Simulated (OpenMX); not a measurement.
The system is PtSe2 (Sudovikovite).

```xyz
3
Lattice="3.7240 0.0000 0.0000 -1.8620 3.2251 0.0000 0.0000 0.0000 5.0620" Properties=species:S:1:pos:R:3 pbc="T T T"
Pt    0.0000    0.0000    0.0000
Se    1.8620    1.0750    3.7965
Se    0.0000    2.1501    1.2655
```

Base run:

```yaml
Program: OpenMX 3.8.5
Functional: PBE
Potentials_or_basis: OpenMX 2013 PBE set, Pt7.0-s3p2d2f2, Se7.0-s3p2d2f1, grid cutoff 400 Ry
k_mesh: 9 × 9 × 5
Occupations: fermi-dirac, width 0.05 eV
Spin: no spin polarisation
```

Its results: pressure 7.4 GPa; largest force 0.718 eV/Å.

Q: The run is repeated on the same cell with these changes: potentials or basis from OpenMX 2013 PBE set, Pt7.0-s3p2d2f2, Se7.0-s3p2d2f1, grid cutoff 400 Ry to OpenMX 2013 PBE set, Pt7.0-s3p2d2, Se7.0-s3p2d1, grid cutoff 400 Ry. What comes out?

A: Pressure 9.7 GPa; largest force 1.029 eV/Å.

Caveats: the basis of atomic orbitals isn't converged, which shifts pressures, moduli and gaps; forces of over 1 eV/Å show positions far from the minimum, so gaps and moduli don't describe the material at rest (some runs).

Not every run made on this cell is shown here.
